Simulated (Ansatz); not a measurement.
Crystal: MgS (Niningerite).

```
S Mg
1.0
     0.00000    2.60165    2.60165
     2.60165    0.00000    2.60165
     2.60165    2.60165    0.00000
S Mg
1 1
Direct
  0.50000 0.50000 0.50000
  0.00000 0.00000 0.00000
```

Base run:

* Program: Ansatz 0.2.0
* Functional: RPBE
* Potentials or basis: all-electron LAPW, scalar-relativistic
* Cutoff: 183 eV (chosen from the basis error)
* Basis error allowed: 0.001 eV/atom
* k mesh: 9 × 9 × 9
* Occupations: gaussian, width 0.1 eV
* Spin: no spin polarisation

Its results: band gap on the k mesh 3.07 eV, indirect (least direct gap 3.88 eV); pressure 3.3 GPa.

Q: After a change of settings the same cell gave: band gap on the k mesh 3.04 eV, indirect (least direct gap 3.85 eV); pressure 2.9 GPa. Which change was it?
A. functional from RPBE to PBEsol; dispersion from none to D3(BJ)
B. functional from RPBE to PBE; occupations from gaussian, width 0.1 eV to gaussian, width 0.02 eV
C. functional from RPBE to revPBE; occupations from gaussian, width 0.1 eV to fermi-dirac, width 0.05 eV
D. functional from RPBE to PBEsol; occupations from gaussian, width 0.1 eV to gaussian, width 0.02 eV

A: C.

Caveats: an odd mesh through Γ misses points on the zone boundary, where band edges often lie (some runs); the mesh misses the band edges, which the band path finds closer together (some runs).
